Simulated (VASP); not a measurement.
# H2 in VASP: notebook

One molecule, H2, is run at these levels: PBE+D3(BJ), r2SCAN, HSE06; tasks: single point.

Everything below comes from runs of VASP 6.6.1. Logs are shortened: lines on timing, memory, paths and dates and some standing lists are left out, and cuts for length are marked.

## (1) The structure

The cell holds a molecule in a box, 2 atoms: a = 10.000 Å, b = 10.000 Å, c = 10.000 Å, α = 90.00°, β = 90.00°, γ = 90.00°.

## (2) Single point, PBE+D3(BJ)

Input file INCAR:

```
  PREC = Accurate
  ENCUT = 450
  EDIFF = 1E-6
  ISMEAR = 0
  SIGMA = 0.02
  LREAL = F
  LASPH = T
  NELM = 100
  ALGO = Normal
  ISIF = 2
  LWAVE = F
  LCHARG = T
  GGA = PE
  IVDW = 12
  LELF = T
  LVHAR = T
  LVACPOTAV = T
  NBANDS = 8
```

Input file KPOINTS:

```
regular mesh
0
Gamma
  1 1 1
```

Input file POSCAR:

```
H
1.0
   10.0000000000      0.0000000000      0.0000000000
    0.0000000000     10.0000000000      0.0000000000
    0.0000000000      0.0000000000     10.0000000000
H
2
Direct
    0.5000000000      0.5000000000      0.4650000000
    0.5000000000      0.5000000000      0.5350000000
```

Potentials or basis: VASP PAW PBE potentials, release 64 (H).

Launch:

```console
$ cat potpaw_PBE.64/H/POTCAR > POTCAR
$ mpirun -np 1 vasp_std > vasp.out
```

OUTCAR:

```text
PREC = Accurate
   ENCUT = 450
   EDIFF = 1E-6
   ISMEAR = 0
   LREAL = F
   LASPH = T
   NELM = 100
   ISIF = 2
   GGA = PE
   IVDW = 12
 IVDW          = 12

 ion  position               nearest neighbor table
   1  0.500  0.500  0.465-   2 0.70
   2  0.500  0.500  0.535-   1 0.70

  LATTYP: Found a simple cubic cell.
 ALAT       =    10.0000000000

  Lattice vectors:

 A1 = (  10.0000000000,   0.0000000000,   0.0000000000)
 A2 = (   0.0000000000,  10.0000000000,   0.0000000000)
 A3 = (   0.0000000000,   0.0000000000,  10.0000000000)

Analysis of symmetry for initial positions (statically):
=====================================================================
 Subroutine PRICEL returns:
 Original cell was already a primitive cell.

 Routine SETGRP: Setting up the symmetry group for a
 simple cubic supercell.

 Subroutine GETGRP returns: Found 16 space group operations
 (whereof 16 operations were pure point group operations)
 out of a pool of 48 trial point group operations.

The static configuration has the point symmetry D_4h.

Analysis of symmetry for dynamics (positions and initial velocities):
=====================================================================
 Subroutine PRICEL returns:
 Original cell was already a primitive cell.

 Routine SETGRP: Setting up the symmetry group for a
 simple cubic supercell.

 Subroutine GETGRP returns: Found 16 space group operations
 (whereof 16 operations were pure point group operations)
 out of a pool of 48 trial point group operations.

The dynamic configuration has the point symmetry D_4h.

 Subroutine INISYM returns: Found 16 space group operations
 (whereof 16 operations are pure point group operations),
 and found     1 'primitive' translations

----------------------------------------------------------------------------------------

                                     Primitive cell

  volume of cell :    1000.0000

  direct lattice vectors                    reciprocal lattice vectors
    10.000000000  0.000000000  0.000000000     0.100000000  0.000000000  0.000000000
     0.000000000 10.000000000  0.000000000     0.000000000  0.100000000  0.000000000
     0.000000000  0.000000000 10.000000000     0.000000000  0.000000000  0.100000000

  length of vectors
    10.000000000 10.000000000 10.000000000     0.100000000  0.100000000  0.100000000

  position of ions in fractional coordinates (direct lattice)
     0.500000000  0.500000000  0.465000000
     0.500000000  0.500000000  0.535000000

  ion indices of the primitive-cell ions
   primitive index   ion index
                 1           1
                 2           2

----------------------------------------------------------------------------------------

 KPOINTS: regular mesh

Automatic generation of k-mesh.
 Grid dimensions read from file:
 generate k-points for:    1    1    1

 Generating k-lattice:

  Cartesian coordinates                     Fractional coordinates (reciprocal lattice)
     0.100000000  0.000000000  0.000000000     1.000000000  0.000000000  0.000000000
     0.000000000  0.100000000  0.000000000     0.000000000  1.000000000  0.000000000
     0.000000000  0.000000000  0.100000000     0.000000000  0.000000000  1.000000000

  Length of vectors
     0.100000000  0.100000000  0.100000000

  Shift w.r.t. Gamma in fractional coordinates (k-lattice)
     0.000000000  0.000000000  0.000000000

 Subroutine IBZKPT returns following result:
 ===========================================

 Found      1 irreducible k-points:

 Following reciprocal coordinates:
            Coordinates               Weight
  0.000000  0.000000  0.000000      1.000000
   k-points           NKPTS =      1   k-points in BZ     NKDIM =      1   number of bands    NBANDS=      8
   number of dos      NEDOS =    301   number of ions     NIONS =      2
   total plane-waves  NPLWV = 343000
   dimension x,y,z NGX =    70 NGY =   70 NGZ =   70
   dimension x,y,z NGXF=   140 NGYF=  140 NGZF=  140
   ions per type =               2
   NGX,Y,Z   is equivalent  to a cutoff of  11.64, 11.64, 11.64 a.u.
   NGXF,Y,Z  is equivalent  to a cutoff of  23.27, 23.27, 23.27 a.u.
 SYSTEM =  unknown system
   PREC   = accura    normal or accurate (medium, high low for compatibility)
   ISTART =      0    job   : 0-new  1-cont  2-samecut
   ICHARG =      2    charge: 1-file 2-atom 10-const
   ISPIN  =      1    spin polarized calculation?
   LNONCOLLINEAR =      F non collinear calculations
   LSORBIT =      F    spin-orbit coupling
   LASPH  =      T    aspherical Exc in radial PAW
   ENCUT  =  450.0 eV  33.07 Ry    5.75 a.u.  17.30 17.30 17.30*2*pi/ulx,y,z
   NELM   =    100;   NELMIN=  2; NELMDL= -5     # of ELM steps
   EDIFF  = 0.1E-05   stopping-criterion for ELM
   LREAL  =      F    real-space projection
   EDIFFG = 0.1E-04   stopping-criterion for IOM
   NSW    =      0    number of steps for IOM
   IBRION =     -1    ionic relax: 0-MD 1-quasi-New 2-CG
   NFREE  =      0    steps in history (QN), initial steepest desc. (CG)
   ISIF   =      2    stress and relaxation
   ISYM   =      2    0-nonsym 1-usesym 2-fastsym
   POTIM  = 0.5000    time-step for ionic-motion
   TEBEG  =    0.0;   TEEND  =   0.0 temperature during run
   PSTRESS=    0.0 pullay stress
   NELECT =       2.0000    total number of electrons
   NUPDOWN=      -1.0000    fix difference up-down
   EMIN   =  10.00;   EMAX   =-10.00  energy-range for DOS
   EFERMI =   0.00;   METHOD = LEGACY
   ISMEAR =     0;   SIGMA  =   0.02  broadening in eV -4-tet -1-fermi 0-gaus
   EFERMI_NEDOS =   21; number of points for ismear=-14 and -15
   IALGO  =     38    algorithm
   IMIX   =      4    mixing-type and parameters
     AMIX     =   0.40;   BMIX     =  1.00
     AMIX_MAG =   1.60;   BMIX_MAG =  1.00
  volume/ion in A,a.u.               =     500.00      3374.17
  Fermi-wavevector in a.u.,A,eV,Ry     =   0.206261  0.389778  0.578844  0.042544
  Thomas-Fermi vector in A             =   0.968418
   LORBIT       =      0    0 simple, 1 ext, 2 COOP (PROOUT), +10 PAW based schemes
   GGA     = PE    functional components
   LHFCALC =     F    Hartree Fock is set to
   AEXX    =    0.0000 exact exchange contribution
   IVDW    =    12    specifies the selected vdW correction
   LEPSILON=     F    determine dielectric tensor
   LRPA    =     F    only Hartree local field effects (RPA)
 non-spin polarized calculation
 Gauss-broadening in eV      SIGMA  =   0.02
  energy-cutoff  :      450.00
  volume of cell :     1000.00
 maximum number of plane-waves:     21823
 NGX is ok and might be reduce to    70
   NGX = 35   NGY = 35   NGZ = 35

 number of electron       2.0000006 magnetization

 Free energy of the ion-electron system (eV)
  ---------------------------------------------------
  ext. energy  EPLUGINS =         0.00000000
  ---------------------------------------------------
  free energy    TOTEN  =        -6.71991511 eV

  energy without entropy =       -6.71991511  energy(sigma->0) =       -6.71991511

 E-fermi : -10.4443     XC(G=0):  -0.3705

 val. band max:      -10.5532803256   @ k =   0.0000   0.0000   0.0000
 cond. band min:      -0.1650082258   @ k =   0.0000   0.0000   0.0000
 fundamental gap:     10.3882720998
 Fermi energy:       -10.4443369523

 k-point     1 :       0.0000    0.0000    0.0000
  band No.  band energies     occupation
      1     -10.5533      2.00000
      2      -0.1650      0.00000
      3       0.5300      0.00000
      4       0.9765      0.00000
      5       0.9765      0.00000
      6       1.3546      0.00000
      7       1.3801      0.00000
      8       1.3857      0.00000

------------------------ aborting loop because EDIFF is reached ----------------------------------------

 Edisp (eV)   -0.00250

 E8    (eV) :    -0.0005

  FORCE on cell =-STRESS in cart. coord.  units (eV):
  Direction    XX          YY          ZZ          XY          YZ          ZX
  --------------------------------------------------------------------------------------
  -------------------------------------------------------------------------------------
  Total      -0.06811    -0.06811     1.34091     0.00000    -0.00000     0.00000
  in kB      -0.10913    -0.10913     2.14838     0.00000    -0.00000     0.00000
  external pressure =        0.64 kB  Pullay stress =        0.00 kB

 VOLUME and BASIS-vectors are now :
 -----------------------------------------------------------------------------
  energy-cutoff  :      450.00
  volume of cell :     1000.00
      direct lattice vectors                 reciprocal lattice vectors
    10.000000000  0.000000000  0.000000000     0.100000000  0.000000000  0.000000000
     0.000000000 10.000000000  0.000000000     0.000000000  0.100000000  0.000000000
     0.000000000  0.000000000 10.000000000     0.000000000  0.000000000  0.100000000

 POSITION                                       TOTAL-FORCE (eV/Angst)
 -----------------------------------------------------------------------------------
      5.00000      5.00000      4.65000         0.000000     -0.000000     -2.038965
      5.00000      5.00000      5.35000        -0.000000      0.000000      2.038965
 -----------------------------------------------------------------------------------
    total drift:                                0.000000      0.000000      0.000000

  FREE ENERGIE OF THE ION-ELECTRON SYSTEM (eV)
  ---------------------------------------------------
  free  energy   TOTEN  =        -6.7224112677 eV

  energy  without entropy=       -6.7224112677  energy(sigma->0) =       -6.72241127
```

Run time: 26 s. Hardware: 1 thread of AMD EPYC 9R45 (Zen 5), shared host; peak memory 0.59 GiB.

Results:

```yaml
Free_energy: -6.7224 eV
Largest_force: 2.039 eV/Å
Gap_between_the_frontier_levels: 10.39 eV
Dispersion_energy_per_atom: -0.001 eV
```

Forces on the atoms (eV/Å):
```
H    0.000  0.000 -2.039
H    0.000  0.000  2.039
```

## (3) Single point, r2SCAN

INCAR, as its differences from that of step 2:

```diff
@@ -12,4 +12,4 @@
   LCHARG = T
-  GGA = PE
-  IVDW = 12
+  METAGGA = R2SCAN
+  LMIXTAU = T
   LELF = T
```

KPOINTS is that of step 2.

POSCAR is that of step 2.

Potentials or basis: VASP PAW PBE potentials, release 64 (H).

Launch:

```console
$ cat potpaw_PBE.64/H/POTCAR > POTCAR
$ mpirun -np 1 vasp_std > vasp.out
```

Wall time 4.3 min (1 thread of AMD EPYC 9R45 (Zen 5), shared host); peak memory 0.73 GiB.

It converged, with:

```
Free energy                     : -6.8708 eV
Largest force                   : 1.736 eV/Å
Gap between the frontier levels : 11.16 eV
```

Forces on the atoms (eV/Å):
```
H    0.000  0.000 -1.736
H    0.000  0.000  1.736
```

Levels at points of the mesh, in eV from the valence-band top:
```
           k point  band 1  band 2  band 3  band 4  band 5  band 6
(0.00, 0.00, 0.00)    0.00   11.16   12.39   12.58   12.58   12.60
```

Caveat: the PAW data sets were made with another functional, which shifts forces and pressure a little.

## (4) Single point, HSE06

POSCAR is that of step 3.

Input file INCAR.step1:

```
  PREC = Accurate
  ENCUT = 450
  EDIFF = 1E-5
  ISMEAR = 0
  SIGMA = 0.02
  LREAL = F
  LASPH = T
  NELM = 100
  ALGO = Normal
  ISIF = 2
  LWAVE = T
  NBANDS = 8
  GGA = PE
```

Input file INCAR.step2:

```
  PREC = Accurate
  ENCUT = 450
  EDIFF = 1E-6
  ISMEAR = 0
  SIGMA = 0.02
  LREAL = F
  LASPH = T
  NELM = 100
  ALGO = Normal
  ISIF = 2
  LWAVE = F
  LCHARG = T
  GGA = PE
  LHFCALC = T
  HFSCREEN = 0.2
  PRECFOCK = Fast
  LELF = T
  LVHAR = T
  LVACPOTAV = T
  NBANDS = 8
  ISTART = 1
```

KPOINTS is that of step 3.

Launch:

```console
$ cat potpaw_PBE.64/H/POTCAR > POTCAR
$ cp INCAR.step1 INCAR
$ mpirun -np 1 vasp_std > vasp.out
$ cp INCAR.step2 INCAR
$ mpirun -np 1 vasp_std > vasp.out
```

Wall time 47 s (1 thread of AMD EPYC 9R45 (Zen 5), shared host); peak memory 0.69 GiB.

The run converged. Its results:

* Free energy: -7.7928 eV
* Largest force: 1.836 eV/Å
* Gap between the frontier levels: 11.60 eV

Forces in eV/Å, atoms in the order of the input:
```
H    0.000  0.000 -1.836
H    0.000  0.000  1.836
```

Levels at points of the mesh, in eV from the valence-band top:
| k point | band 1 | band 2 | band 3 | band 4 | band 5 | band 6 |
| --- | --- | --- | --- | --- | --- | --- |
| (0.00, 0.00, 0.00) | 0.00 | 11.60 | 12.51 | 12.82 | 12.82 | 13.09 |

Caveat: the PAW data sets were made with another functional, which shifts forces and pressure a little.

## (5) Summary

```csv
level,grid for exact exchange (PRECFOCK),screening parameter,gap on the mesh (eV),largest force (eV/Å)
PBE+D3(BJ),-,-,10.39,2.04
r2SCAN,-,-,11.16,1.74
HSE06,Fast,0.2 1/A,11.60,1.84
```

Alike in all rows: task single point; potentials or basis VASP PAW PBE potentials, release 64 (H); no spin polarisation; cell as given; k mesh 1 × 1 × 1; cutoff (eV) 450; smearing gaussian 0.02 eV.

On the cell as given the gap runs from 10.39 eV (PBE+D3(BJ)) to 11.60 eV (HSE06).

Caveats: the PAW data sets were made with another functional, which shifts forces and pressure a little (some runs).

Total energies depend on the potentials used, so only differences within one code and one set of settings carry meaning.
